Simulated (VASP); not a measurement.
# MgB2 (P6/mmm) in VASP: settings compared, part 2 of 3

VASP 6.6.1. The steps go on from the part before.

### Step 3. Wannier functions by SCDM, PBE

POSCAR reads:

```
MgB2
1.0
    3.0850000000      0.0000000000      0.0000000000
   -1.5425000000      2.6716883707      0.0000000000
    0.0000000000      0.0000000000      3.5230000000
Mg B
1 2
Direct
    0.0000000000      0.0000000000      0.0000000000
    0.6666666667      0.3333333333      0.5000000000
    0.3333333333      0.6666666667      0.5000000000
```

INCAR.step1 reads:

```
SYSTEM = MgB2
PREC = Accurate
ENCUT = 520
EDIFF = 1E-6
ISMEAR = 0
SIGMA = 0.02
LREAL = .FALSE.
LASPH = .TRUE.
NELM = 80
ALGO = Normal
ISIF = 2
LWAVE = .TRUE.
LCHARG = .TRUE.
GGA = PE
```

INCAR.step2 reads:

```
SYSTEM = MgB2
PREC = Accurate
ENCUT = 520
EDIFF = 1E-6
ISMEAR = 0
SIGMA = 0.02
LREAL = .FALSE.
LASPH = .TRUE.
NELM = 80
ALGO = Normal
ISIF = 2
LWAVE = .FALSE.
LCHARG = .FALSE.
GGA = PE
ISTART = 1
ICHARG = 11
ISYM = -1
NUM_WANN = 4
LSCDM = .TRUE.
```

KPOINTS reads:

```
regular mesh
0
G
  5 5 4
  0 0 0
```

KPOINTS_OPT reads:

```
path GMKGALHA,LM,KH
12
line-mode
reciprocal
 0.0000000000  0.0000000000  0.0000000000  G
 0.5000000000  0.0000000000  0.0000000000  M

 0.5000000000  0.0000000000  0.0000000000  M
 0.3333333333  0.3333333333  0.0000000000  K

 0.3333333333  0.3333333333  0.0000000000  K
 0.0000000000  0.0000000000  0.0000000000  G

 0.0000000000  0.0000000000  0.0000000000  G
 0.0000000000  0.0000000000  0.5000000000  A

 0.0000000000  0.0000000000  0.5000000000  A
 0.5000000000  0.0000000000  0.5000000000  L

 0.5000000000  0.0000000000  0.5000000000  L
 0.3333333333  0.3333333333  0.5000000000  H

 0.3333333333  0.3333333333  0.5000000000  H
 0.0000000000  0.0000000000  0.5000000000  A

 0.5000000000  0.0000000000  0.5000000000  L
 0.5000000000  0.0000000000  0.0000000000  M

 0.3333333333  0.3333333333  0.0000000000  K
 0.3333333333  0.3333333333  0.5000000000  H
```

KPOINTS_WAN reads:

```
path GMKGALHA,LM,KH
12
line-mode
reciprocal
 0.0000000000  0.0000000000  0.0000000000  G
 0.5000000000  0.0000000000  0.0000000000  M

 0.5000000000  0.0000000000  0.0000000000  M
 0.3333333333  0.3333333333  0.0000000000  K

 0.3333333333  0.3333333333  0.0000000000  K
 0.0000000000  0.0000000000  0.0000000000  G

 0.0000000000  0.0000000000  0.0000000000  G
 0.0000000000  0.0000000000  0.5000000000  A

 0.0000000000  0.0000000000  0.5000000000  A
 0.5000000000  0.0000000000  0.5000000000  L

 0.5000000000  0.0000000000  0.5000000000  L
 0.3333333333  0.3333333333  0.5000000000  H

 0.3333333333  0.3333333333  0.5000000000  H
 0.0000000000  0.0000000000  0.5000000000  A

 0.5000000000  0.0000000000  0.5000000000  L
 0.5000000000  0.0000000000  0.0000000000  M

 0.3333333333  0.3333333333  0.0000000000  K
 0.3333333333  0.3333333333  0.5000000000  H
```

Potentials or basis: VASP PAW PBE potentials, release 64 (Mg, B).

The run is started by

```
$ cat potpaw_PBE.64/Mg/POTCAR potpaw_PBE.64/B/POTCAR > POTCAR
$ cp INCAR.step1 INCAR
$ mpirun -np 1 vasp_std > vasp.out
$ cp INCAR.step2 INCAR
$ mpirun -np 1 vasp_std > vasp.out
```

OUTCAR:

```text
SYSTEM = MgB2
   PREC = Accurate
   ENCUT = 520
   EDIFF = 1E-6
   ISMEAR = 0
   LREAL = .FALSE.
   LASPH = .TRUE.
   NELM = 80
   ISIF = 2
   GGA = PE
   ISTART = 1
   ICHARG = 11
   ISYM = -1

 ion  position               nearest neighbor table
   1  0.000  0.000  0.000-   2 2.51   3 2.51   2 2.51   3 2.51   2 2.51   2 2.51   3 2.51   3 2.51
                             2 2.51   2 2.51   3 2.51   3 2.51
   2  0.667  0.333  0.500-   3 1.78   3 1.78   3 1.78   1 2.51   1 2.51   1 2.51   1 2.51   1 2.51
                             1 2.51
   3  0.333  0.667  0.500-   2 1.78   2 1.78   2 1.78   1 2.51   1 2.51   1 2.51   1 2.51   1 2.51
                             1 2.51

IMPORTANT INFORMATION: All symmetrisations will be switched off!
NOSYMM: (Re-)initialisation of all symmetry stuff for point group C_1.

----------------------------------------------------------------------------------------

                                     Primitive cell

  volume of cell :      29.0371

  direct lattice vectors                    reciprocal lattice vectors
     3.085000000  0.000000000  0.000000000     0.324149109  0.187147575  0.000000000
    -1.542500000  2.671688371  0.000000000     0.000000000  0.374295150  0.000000000
     0.000000000  0.000000000  3.523000000     0.000000000  0.000000000  0.283848992

  length of vectors
     3.085000000  3.085000000  3.523000000     0.374295150  0.374295150  0.283848992

  position of ions in fractional coordinates (direct lattice)
     0.000000000  0.000000000  0.000000000
     0.666666667  0.333333333  0.500000000
     0.333333333  0.666666667  0.500000000

  ion indices of the primitive-cell ions
   primitive index   ion index
                 1           1
                 2           2
                 3           3

----------------------------------------------------------------------------------------

 KPOINTS: regular mesh

Automatic generation of k-mesh.
 Grid dimensions read from file:
 generate k-points for:    5    5    4

[... 88 lines left out ...]
   GGA     = PE    functional components
   LHFCALC =     F    Hartree Fock is set to
   AEXX    =    0.0000 exact exchange contribution
   IVDW    =     0    specifies the selected vdW correction
   LEPSILON=     F    determine dielectric tensor
   LRPA    =     F    only Hartree local field effects (RPA)
 non-spin polarized calculation
 Gauss-broadening in eV      SIGMA  =   0.02
  energy-cutoff  :      520.00
  volume of cell :       29.04
 maximum number of plane-waves:       806

 number of electron       8.0000000 magnetization

 Free energy of the ion-electron system (eV)
  ---------------------------------------------------
  ext. energy  EPLUGINS =         0.00000000
  ---------------------------------------------------
  free energy    TOTEN  =       -15.32837110 eV

  energy without entropy =      -15.32752308  energy(sigma->0) =      -15.32794709

 E-fermi :   5.5458     XC(G=0): -10.9113

 val. band max:        5.1758136027   @ k =   0.4000  -0.4000   0.5000
 cond. band min:       5.5594372510   @ k =   0.4000   0.2000   0.2500
 fundamental gap:      0.3836236483
 Fermi energy:         5.5457589232

 k-point     1 :       0.0000    0.0000    0.0000
  band No.  band energies     occupation
      1      -7.1581      2.00000
      2       2.3255      2.00000
      3       5.6098      0.00001
      4       5.6098      0.00001
      5       6.9218      0.00000
      6      11.5512      0.00000
      7      11.5512      0.00000
      8      13.3323      0.00000
[... 243 lines left out ...]
 k-point    24 :      -0.4000   -0.2000    0.0000
  band No.  band energies     occupation
      1      -2.8225      2.00000
      2      -2.1325      2.00000
      3       0.8394      2.00000
      4       6.0470      0.00000
      5       7.9897      0.00000
      6      10.9074      0.00000
      7      11.2080      0.00000
      8      13.3034      0.00000

 [... further k-points ...]

------------------------ aborting loop because EDIFF is reached ----------------------------------------

  FORCE on cell =-STRESS in cart. coord.  units (eV):
  Direction    XX          YY          ZZ          XY          YZ          ZX
  --------------------------------------------------------------------------------------
  -------------------------------------------------------------------------------------
  Total       -0.3191940     -0.3192525     -0.2065331     -0.0000511      0.0000000     -0.0000003
  in kB      -17.6121203    -17.6153527    -11.3958502     -0.0028181      0.0000017     -0.0000147
  external PRESSURE =     -15.5411077 kB  Pullay stress =       0.0000000 kB

 VOLUME and BASIS-vectors are now :
 -----------------------------------------------------------------------------
  energy-cutoff  :      520.00
  volume of cell :       29.04
      direct lattice vectors                 reciprocal lattice vectors
     3.085000000  0.000000000  0.000000000     0.324149109  0.187147575  0.000000000
    -1.542500000  2.671688371  0.000000000     0.000000000  0.374295150  0.000000000
     0.000000000  0.000000000  3.523000000     0.000000000  0.000000000  0.283848992

 POSITION                                       TOTAL-FORCE (eV/Angst)
 -----------------------------------------------------------------------------------
      0.00000      0.00000      0.00000        -0.000000     -0.000000     -0.000000
      1.54250      0.89056      1.76150         0.000070     -0.000040     -0.000000
     -0.00000      1.78113      1.76150        -0.000070      0.000040      0.000000
 -----------------------------------------------------------------------------------
    total drift:                                0.000000      0.000000     -0.000000

  FREE ENERGIE OF THE ION-ELECTRON SYSTEM (eV)
  ---------------------------------------------------
  free  energy   TOTEN  =       -15.3283711038 eV

  energy  without entropy=      -15.3275230752  energy(sigma->0) =      -15.32794709
```

It took 13 s on 1 thread of Intel Xeon 6975P-C (Granite Rapids), shared host; peak memory 0.17 GiB.

What came out:

```yaml
Band_gap_along_the_path: none (metal or under the smearing width)
```

Levels at the corners of the path, in eV from the Fermi level:
```csv
point,band 2,band 3,band 4,band 5,band 6,band 7
Γ,-3.22,0.06,0.06,1.38,6.01,6.01
M,-8.12,-2.47,-0.07,2.79,3.58,5.05
M,-8.12,-2.47,-0.07,2.79,3.58,5.05
K,-7.56,-6.14,1.51,1.51,5.89,5.89
K,-7.56,-6.14,1.51,1.51,5.89,5.89
Γ,-3.22,0.06,0.06,1.38,6.01,6.01
Γ,-3.22,0.06,0.06,1.38,6.01,6.01
A,-7.70,0.44,0.44,6.34,6.34,7.66
A,-7.70,0.44,0.44,6.34,6.34,7.66
L,-7.21,-3.84,-2.18,-1.57,5.40,8.48
L,-7.21,-3.84,-2.18,-1.57,5.40,8.48
H,-6.66,-5.47,-2.29,-2.29,3.28,11.34
H,-6.66,-5.47,-2.29,-2.29,3.28,11.34
A,-7.70,0.44,0.44,6.34,6.34,7.66
L,-7.21,-3.84,-2.18,-1.57,5.40,8.48
M,-8.12,-2.47,-0.07,2.79,3.58,5.05
K,-7.56,-6.14,1.51,1.51,5.89,5.89
H,-6.66,-5.47,-2.29,-2.29,3.28,11.34
```

Caveat: the k mesh is coarse (spacing up to 0.47 Å⁻¹), so the values aren't converged.

(Part 2 of 3 ends here.)
